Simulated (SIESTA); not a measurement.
**MoS2: changing spin-orbit coupling**

```
Mo S
1.0
     3.16900    0.00000    0.00000
    -1.58450    2.74443    0.00000
     0.00000    0.00000   12.32400
Mo S
2 4
Direct
  0.66667 0.33333 0.75000
  0.33333 0.66667 0.25000
  0.66667 0.33333 0.37700
  0.33333 0.66667 0.87700
  0.66667 0.33333 0.12300
  0.33333 0.66667 0.62300
```

Kept alike: task band structure; functional PBEsol; k mesh 8 × 8 × 2; occupations fermi-dirac, width 0.05 eV. Program: SIESTA, potentials by row: files PseudoDojo sr-pbesol-0.4.1-standard, DZP (energy shift 0.003 Ry; two zetas on semicore shells) (off); files PseudoDojo fr-pbesol-0.4-standard, DZP (energy shift 0.003 Ry; two zetas on semicore shells) (on). The mesh is that of the run's cell of 6 atoms.

| spin-orbit coupling | band gap (eV) |
| --- | --- |
| off | 0.888 |
| on | 0.883 |

Gaps are the smaller of the mesh's and the band path's.

The band gap runs from 0.883 (on) to 0.888 eV (off). Spin-orbit coupling splits p and d bands at the edges, and the more so the heavier the atoms.
